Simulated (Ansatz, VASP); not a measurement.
## SnSe2 in VASP and in Ansatz

```xyz
3
Lattice="0.0000 3.4069 3.4069 3.4069 0.0000 3.4069 3.4069 3.4069 0.0000" Properties=species:S:1:pos:R:3 pbc="T T T"
Sn    0.0000    0.0000    0.0000
Se    1.7034    1.7034    1.7034
Se    5.1103    5.1103    5.1103
```

Alike in both runs: task single point; functional PBEsol; k mesh 4 × 4 × 4; occupations fermi-dirac, width 0.02 eV; no spin polarisation.

```csv
,VASP,Ansatz
version,VASP 6.6.1,Ansatz 0.2.0
potentials or method,"VASP PAW PBE potentials, release 64 (Sn_d, Se)",plane waves
plane-wave cutoff (eV),520,420
valence electrons in the cell,26,46
```

```csv
,VASP,Ansatz,Ansatz less VASP
pressure (GPa),-1.1,-1.2,-0.05
```

The two sets of potentials don't hold the same shells in valence.

Caveats: the k mesh is coarse (spacing up to 0.40 Å⁻¹), so the values aren't converged; the PAW data sets were made with another functional, which shifts forces and pressure a little (VASP).
